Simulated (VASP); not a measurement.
# MgO (Fm-3m) in VASP: a series of runs

The runs below take MgO through single point, with LDA.

All numbers are computed with VASP 6.6.1; they aren't measurements. Logs are shortened: lines on timing, memory, paths and dates and some standing lists are left out, and cuts for length are marked.

## Step 1: The crystal as given

Symmetry: Fm-3m, No. 225, cubic system. Conventional cell: a = 4.194 Å, b = 4.194 Å, c = 4.194 Å, α = 90.00°, β = 90.00°, γ = 90.00°. Mg (site symmetry m-3m) has 6 O at 2.10 Å as nearest neighbours. O (site symmetry m-3m) is surrounded by 6 Mg at 2.10 Å.

The cell is a database's computed one.

## Step 2: Single point, LDA

INCAR

```
PREC = Accurate
ENCUT = 500
EDIFF = 1E-5
ISMEAR = 0
SIGMA = 0.05
LREAL = False
LASPH = True
NELM = 100
ALGO = Normal
ISIF = 2
LWAVE = False
LCHARG = False
GGA = CA
NBANDS = 11
ADDGRID = False
```

KPOINTS

```
regular mesh
0
Gamma
  11 11 11
```

POSCAR

```
MgO
1.0
    0.0000000000      2.0970013927      2.0970013927
    2.0970013927      0.0000000000      2.0970013927
    2.0970013927      2.0970013927      0.0000000000
Mg O
1 1
Direct
   -0.0111690000     -0.0083340000      0.0019910000
    0.5083620000      0.4891820000      0.5308490000
```

Potentials or basis: VASP PAW LDA potentials, release 64 (Mg, O).

Run with:

```bash
cat potpaw_LDA.64/Mg/POTCAR potpaw_LDA.64/O/POTCAR > POTCAR
mpirun -np 1 vasp_std > vasp.out
```

OUTCAR:

```text
PREC = Accurate
   ENCUT = 500
   EDIFF = 1E-5
   ISMEAR = 0
   LREAL = False
   LASPH = True
   NELM = 100
   ISIF = 2
   GGA = CA

 Found    666 irreducible k-points:

 Following reciprocal coordinates:
            Coordinates               Weight
  0.000000  0.000000  0.000000      1.000000
  0.090909  0.000000  0.000000      2.000000
  0.000000  0.090909  0.000000      2.000000
  0.000000  0.000000  0.090909      2.000000
  0.090909  0.090909  0.090909      2.000000
  0.181818  0.000000  0.000000      2.000000
   k-points           NKPTS =    666   k-points in BZ     NKDIM =    666   number of bands    NBANDS=     11
   number of dos      NEDOS =    301   number of ions     NIONS =      2
   total plane-waves  NPLWV =  13824
   dimension x,y,z NGX =    24 NGY =   24 NGZ =   24
   dimension x,y,z NGXF=    48 NGYF=   48 NGZF=   48
   ions per type =               1   1
   NGX,Y,Z   is equivalent  to a cutoff of  13.45, 13.45, 13.45 a.u.
   NGXF,Y,Z  is equivalent  to a cutoff of  26.91, 26.91, 26.91 a.u.
 SYSTEM =  unknown system
   PREC   = accura    normal or accurate (medium, high low for compatibility)
   ISTART =      0    job   : 0-new  1-cont  2-samecut
   ICHARG =      2    charge: 1-file 2-atom 10-const
   ISPIN  =      1    spin polarized calculation?
   LNONCOLLINEAR =      F non collinear calculations
   LSORBIT =      F    spin-orbit coupling
   LASPH  =      T    aspherical Exc in radial PAW
   ENCUT  =  500.0 eV  36.75 Ry    6.06 a.u.   5.41  5.41  5.41*2*pi/ulx,y,z
   NELM   =    100;   NELMIN=  2; NELMDL= -5     # of ELM steps
   EDIFF  = 0.1E-04   stopping-criterion for ELM
   LREAL  =      F    real-space projection
   EDIFFG = 0.1E-03   stopping-criterion for IOM
   NSW    =      0    number of steps for IOM
   IBRION =     -1    ionic relax: 0-MD 1-quasi-New 2-CG
   NFREE  =      0    steps in history (QN), initial steepest desc. (CG)
   ISIF   =      2    stress and relaxation
   ISYM   =      2    0-nonsym 1-usesym 2-fastsym
   POTIM  = 0.5000    time-step for ionic-motion
   TEBEG  =    0.0;   TEEND  =   0.0 temperature during run
   PSTRESS=    0.0 pullay stress
   NELECT =       8.0000    total number of electrons
   NUPDOWN=      -1.0000    fix difference up-down
   EMIN   =  10.00;   EMAX   =-10.00  energy-range for DOS
   EFERMI =   0.00;   METHOD = LEGACY
   ISMEAR =     0;   SIGMA  =   0.05  broadening in eV -4-tet -1-fermi 0-gaus
   EFERMI_NEDOS =   21; number of points for ismear=-14 and -15
   IALGO  =     38    algorithm
   IMIX   =      4    mixing-type and parameters
     AMIX     =   0.40;   BMIX     =  1.00
     AMIX_MAG =   1.60;   BMIX_MAG =  1.00
  volume/ion in A,a.u.               =       9.22        62.23
  Fermi-wavevector in a.u.,A,eV,Ry     =   1.239261  2.341864 20.895389  1.535768
  Thomas-Fermi vector in A             =   2.373752
   LORBIT       =      0    0 simple, 1 ext, 2 COOP (PROOUT), +10 PAW based schemes
   GGA     = CA    functional components
   LHFCALC =     F    Hartree Fock is set to
   AEXX    =    0.0000 exact exchange contribution
   IVDW    =     0    specifies the selected vdW correction
   LEPSILON=     F    determine dielectric tensor
   LRPA    =     F    only Hartree local field effects (RPA)
 non-spin polarized calculation
 Gauss-broadening in eV      SIGMA  =   0.05
  energy-cutoff  :      500.00
  volume of cell :       18.44
 maximum number of plane-waves:       487
 NGX is ok and might be reduce to    24
   NGX = 11   NGY = 11   NGZ = 11

 number of electron       7.9999997 magnetization

 Free energy of the ion-electron system (eV)
  ---------------------------------------------------
  ext. energy  EPLUGINS =         0.00000000
  ---------------------------------------------------
  free energy    TOTEN  =       -13.39460186 eV

  energy without entropy =      -13.39460186  energy(sigma->0) =      -13.39460186

 E-fermi :   3.1815     XC(G=0): -11.6487

 val. band max:        2.9703093075   @ k =   0.0000   0.0000   0.0000
 cond. band min:       7.7425611485   @ k =   0.0000   0.0000   0.0000
 fundamental gap:      4.7722518410
 Fermi energy:         3.1814984941

 k-point     1 :       0.0000    0.0000    0.0000
  band No.  band energies     occupation
      1     -14.0968      2.00000
      2       2.9437      2.00000
      3       2.9583      2.00000
      4       2.9703      2.00000
      5       7.7426      0.00000
      6      18.5788      0.00000
      7      18.6178      0.00000
      8      18.6712      0.00000
      9      22.5956      0.00000
     10      24.3110      0.00000
     11      24.3327      0.00000

 k-point     2 :       0.0909    0.0000    0.0000
  band No.  band energies     occupation
      1     -14.0044      2.00000
      2       2.3904      2.00000
      3       2.8939      2.00000
      4       2.9189      2.00000
      5       8.2671      0.00000
      6      17.5037      0.00000
      7      18.7956      0.00000
      8      18.8746      0.00000
      9      23.6499      0.00000
     10      23.6805      0.00000
     11      24.0841      0.00000

 k-point     3 :       0.0000    0.0909    0.0000
  band No.  band energies     occupation
      1     -14.0044      2.00000
      2       2.3863      2.00000
      3       2.9004      2.00000
      4       2.9177      2.00000
      5       8.2662      0.00000
      6      17.4908      0.00000
      7      18.8123      0.00000
      8      18.8723      0.00000
      9      23.6577      0.00000
     10      23.6667      0.00000
     11      24.0867      0.00000

 k-point     4 :       0.0000    0.0000    0.0909
  band No.  band energies     occupation
      1     -14.0044      2.00000
      2       2.3953      2.00000
      3       2.8888      2.00000
      4       2.9176      2.00000
      5       8.2682      0.00000
      6      17.5193      0.00000
      7      18.7823      0.00000
      8      18.8705      0.00000
      9      23.6492      0.00000
     10      23.6878      0.00000
     11      24.0817      0.00000

 k-point     5 :       0.0909    0.0909    0.0909
  band No.  band energies     occupation
      1     -14.0044      2.00000
      2       2.4094      2.00000
      3       2.8873      2.00000
      4       2.9007      2.00000
      5       8.2712      0.00000
      6      17.5633      0.00000
      7      18.7828      0.00000
      8      18.8207      0.00000
      9      23.6628      0.00000
     10      23.6893      0.00000
     11      24.0777      0.00000

 k-point     6 :       0.1818    0.0000    0.0000
  band No.  band energies     occupation
      1     -13.7438      2.00000
      2       1.2051      2.00000
      3       2.7441      2.00000
      4       2.7699      2.00000
      5       9.3244      0.00000
      6      16.0596      0.00000
      7      19.2274      0.00000
      8      19.2930      0.00000
      9      22.9526      0.00000
     10      22.9956      0.00000
     11      25.1793      0.00000

 [... further k-points ...]
[... 5 lines left out ...]
  --------------------------------------------------------------------------------------
  -------------------------------------------------------------------------------------
  Total       -0.5672897     -0.2550708     -0.6423994     -0.0393949     -0.0250976     -0.0128410
  in kB      -49.2821143    -22.1587430    -55.8071114     -3.4223479     -2.1803027     -1.1155387
  external PRESSURE =     -42.4159895 kB  Pullay stress =       0.0000000 kB

 VOLUME and BASIS-vectors are now :
 -----------------------------------------------------------------------------
  energy-cutoff  :      500.00
  volume of cell :       18.44
      direct lattice vectors                 reciprocal lattice vectors
     0.000000000  2.097001393  2.097001393    -0.238435702  0.238435702  0.238435702
     2.097001393  0.000000000  2.097001393     0.238435702 -0.238435702  0.238435702
     2.097001393  2.097001393  0.000000000     0.238435702  0.238435702 -0.238435702

 POSITION                                       TOTAL-FORCE (eV/Angst)
 -----------------------------------------------------------------------------------
      2.08370      2.07776      4.15310         0.290525      0.580230      0.183836
      2.13901      2.17923      2.09185        -0.290525     -0.580230     -0.183836
 -----------------------------------------------------------------------------------
    total drift:                                0.000041     -0.000004     -0.000053

  FREE ENERGIE OF THE ION-ELECTRON SYSTEM (eV)
  ---------------------------------------------------
  free  energy   TOTEN  =       -13.3946018645 eV

  energy  without entropy=      -13.3946018645  energy(sigma->0) =      -13.39460186
```

Run time: 68 s. Hardware: 1 thread of AMD EPYC 9R45 (Zen 5), shared host; peak memory 0.21 GiB.

These settings aren't checked as converged: the numbers below hold their error.

Results:

```
Free energy            : -13.3946 eV
Pressure               : -4.2 GPa
Largest force          : 0.674 eV/Å
Band gap on the k mesh : 4.77 eV, direct
```

## Step 3: Single point, LDA

INCAR, as its differences from that of step 2:

```diff
@@ -1,4 +1,4 @@
 PREC = Accurate
-ENCUT = 500
-EDIFF = 1E-5
+ENCUT = 400
+EDIFF = 1E-7
 ISMEAR = 0
```

KPOINTS

```
regular mesh
0
Gamma
  13 13 13
```

POSCAR

```
MgO
1.0
    0.0000000000      2.0970013927      2.0970013927
    2.0970013927      0.0000000000      2.0970013927
    2.0970013927      2.0970013927      0.0000000000
Mg O
1 1
Direct
    0.0000000000      0.0000000000      0.0000000000
    0.5000000000      0.5000000000      0.5000000000
```

Potentials or basis: VASP PAW LDA potentials, release 64 (Mg, O).

Run with:

```bash
cat potpaw_LDA.64/Mg/POTCAR potpaw_LDA.64/O/POTCAR > POTCAR
mpirun -np 1 vasp_std > vasp.out
```

Wall time 7.7 s (1 thread of AMD EPYC 9R45 (Zen 5), shared host); peak memory 0.09 GiB.

These settings aren't checked as converged: the numbers below hold their error.

What came out:

```
Free energy            : -13.4575 eV
Band gap on the k mesh : 4.79 eV, direct
```

Caveat: the cutoff is under 1.25 times the usual one of these potentials, so pressure, stress and relaxed cells hold a basis-set (Pulay) error; an odd mesh through Γ misses points on the zone boundary, where band edges often lie.

## Step 4: The reference run

An earlier run on the cell as given: functional PBE; potentials or basis VASP PAW PBE potentials, release 64 (Mg, O); cutoff 520 eV; k mesh 11 × 11 × 11; occupations fermi-dirac, width 0.05 eV; no spin polarisation.

- Pressure: 6.2 GPa
- Band gap on the k mesh: 4.85 eV, direct
